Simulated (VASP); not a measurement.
# CoO: hyperfine tensors, by potentials

CoO, Fm-3m (no. 225), 2 atoms in the cell.

| Potentials | Contact coupling of the first element (MHz) | Contact coupling of the second element (MHz) | Time (s) |
|---|---|---|---|
| Co, O | -77.0 | -82.8 | 61 |
| Co_GW, O_GW | -69.8 | -83.6 | 59 |
| Co_sv_GW, O_GW | -177.8 | -83.8 | 63 |
| Co, O_h | -76.9 | -83.6 | 54 |
| Co_sv, O | -191.9 | -83.2 | 56 |

Limits: The run is of the ferromagnetic state, which has no gap here; the crystal's own order and gap may differ; rows 1, 2, 4: these potentials hold the 3s shell of Co in the core; contact fields change markedly between the two kinds; rows 3, 5: these potentials hold the 3s shell of Co in the valence; contact fields change markedly between the two kinds.

## Input of the first row

INCAR:
```
  GGA = PE
  PREC = Accurate
  ENCUT = 950
  EDIFF = 1E-7
  LREAL = F
  LASPH = T
  ALGO = Normal
  NELM = 120
  LWAVE = F
  LCHARG = F
  ISMEAR = 0
  SIGMA = 0.02
  ISPIN = 2
  MAGMOM = 2 0
  LORBIT = 11
  LMAXMIX = 4
  KPAR = 2
  LHYPERFINE = T
  NGYROMAG = 10.0771 -5.7742
```

KPOINTS:
```
k-points
0
Gamma
  10 10 10
```

POSCAR:
```
CoO
1.0
    0.0000000000      2.1315000000      2.1315000000
    2.1315000000      0.0000000000      2.1315000000
    2.1315000000      2.1315000000      0.0000000000
Co O
1 1
Direct
    0.0000000000      0.0000000000      0.0000000000
    0.5000000000      0.5000000000      0.5000000000
```

Commands:
```
cat potpaw_PBE.64/Co/POTCAR potpaw_PBE.64/O/POTCAR > POTCAR
mpirun -np 2 vasp_std > vasp.out
```

Changes of the last row against the first:
```
- cat potpaw_PBE.64/Co/POTCAR potpaw_PBE.64/O/POTCAR > POTCAR
+ cat potpaw_PBE.64/Co_sv/POTCAR potpaw_PBE.64/O/POTCAR > POTCAR
```

VASP 6.6.1 took 61 s on 2 cores (Intel Xeon 6975P-C (Granite Rapids)), a shared host.
